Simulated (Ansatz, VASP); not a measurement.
# One calculation of NaF (Villiaumite), two programs

INCAR

```
PREC = Accurate
ENCUT = 600
EDIFF = 1E-7
ISMEAR = 0
SIGMA = 0.01
LREAL = F
LASPH = T
NELM = 80
ALGO = Normal
ISIF = 3
LWAVE = F
LCHARG = F
GGA = PS
IBRION = 2
NSW = 80
EDIFFG = -0.001
```

Contents of KPOINTS:

```
regular mesh
0
Gamma
  8 8 8
```

POSCAR

```
NaF
1.0
    0.0000000000      2.3151008415      2.3151008415
    2.3151008415      0.0000000000      2.3151008415
    2.3151008415      2.3151008415      0.0000000000
Na F
1 1
Direct
    0.0000000000      0.0000000000      0.0000000000
    0.5000000000      0.5000000000      0.5000000000
```

Input for Ansatz:

```yaml
crystal:
  lattice:
    - [0.0, 2.3151008415, 2.3151008415]
    - [2.3151008415, 0.0, 2.3151008415]
    - [2.3151008415, 2.3151008415, 0.0]
  atoms:
    - { symbol: Na, position: [0.0, 0.0, 0.0] }
    - { symbol: F, position: [0.5, 0.5, 0.5] }
basis:
  ecutwfc: 420
kpoints:
  mp_grid: { grid: [8, 8, 8] }
hamiltonian:
  xc: pbesol
scf:
  occupations: { method: fixed }
output:
  forces: true
  stress: true
  eigenvalues: true
relax:
  adjacent_minimum: "off"
  f_tol: 0.001
  max_steps: 60
  cell: { stress_tol: 0.01 }
```

Alike in both runs: task relaxation of cell and atoms; functional PBEsol; k mesh 8 × 8 × 8; no spin polarisation.

```csv
,VASP,Ansatz
version,VASP 6.6.1,Ansatz 0.2.0
potentials or method,"VASP PAW PBE potentials, release 64 (Na_pv, F)","scalar-relativistic, plane waves, PAW"
plane-wave cutoff (eV),600,420
occupations,"gaussian, width 0.01 eV",fixed
valence electrons in the cell,14,16
```

VASP gave:

```
gap on the k mesh at the Fermi level, each at its own relaxed structure (eV) : 6.19
relaxed volume (Å³/atom)                                                     : 12.38
relaxed cell length with the largest relative difference (Å)                 : 3.271
```

**Question.** Which values does Ansatz return?

**Answer.** gap on the k mesh at the Fermi level, each at its own relaxed structure (eV): 6.20; relaxed volume (Å³/atom): 12.40; relaxed cell length with the largest relative difference (Å): 3.273.

The two sets of potentials don't hold the same shells in valence.

Caveats: the PAW data sets were made with another functional, which shifts forces and pressure a little (VASP).
